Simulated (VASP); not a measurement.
Write the native input for VASP 6.6.1 that does the following.

```yaml
Task: single point
Functional: PBE
Potentials_or_basis: VASP PAW PBE potentials, release 64 (Mg, H)
Cutoff: 520 eV
k_mesh: 4 × 4 × 4
Occupations: gaussian, width 0.1 eV
Spin: no spin polarisation
Dipole_correction: no
Further_INCAR_settings: ALGO = Normal; EDIFF = 1e-06; NBANDS = 12
```

The structure of Mg4H lies in POSCAR:

```
Mg4H
1.0
    5.4328274646      0.0000000000      0.0000000000
    0.0000000000      5.4328274646      0.0000000000
    0.0000000000      0.0000000000      5.4328274646
Mg H
4 1
Direct
    0.5000000000      0.5000000000      0.5000000000
    0.0000000000      0.5000000000      0.5000000000
    0.5000000000      0.0000000000      0.5000000000
    0.5000000000      0.5000000000      0.0000000000
    0.0000000000      0.0000000000      0.0000000000
```

The cell was built by a generator and needn't be a form met in nature.

The cell isn't the ideal one: species swapped into the Mn4N type (Pm-3m, No. 221).

One way to write it, as run:

INCAR

```
SYSTEM = Mg4H
PREC     = Accurate       ! precision mode
ENCUT    = 520            ! plane-wave cutoff, eV
EDIFF    = 1E-6           ! SCF threshold, eV
ISMEAR   = 0              ! smearing method
SIGMA    = 0.1            ! smearing width, eV
LREAL    = .False.        ! projectors in reciprocal space
LASPH    = .True.         ! aspherical terms in the spheres
NELM     = 60             ! most SCF steps
ALGO     = Normal         ! electronic algorithm
ISIF     = 2              ! what is computed and relaxed
LWAVE    = .False.        ! write WAVECAR
LCHARG   = .True.         ! write CHGCAR
GGA      = PE             ! functional
LELF     = .True.         ! ELF
LVHAR    = .True.       
NBANDS   = 12             ! bands
```

KPOINTS

```
regular mesh
0
Gamma
  4 4 4
  0 0 0
```

Potentials or basis: VASP PAW PBE potentials, release 64 (Mg, H).

Command:

```bash
$ cat potpaw_PBE.64/Mg/POTCAR potpaw_PBE.64/H/POTCAR > POTCAR
$ mpirun -np 1 vasp_std > vasp.out
```

It gave:

| Item | Value |
| --- | --- |
| Pressure | 0.3 GPa |
| Band gap on the k mesh | none (metal or under the smearing width) |

It took 36 s on 1 thread of Intel(R) Xeon(R) Platinum 8375C CPU @ 2.90GHz (Ice Lake), on a shared host, peak memory 0.23 GiB.
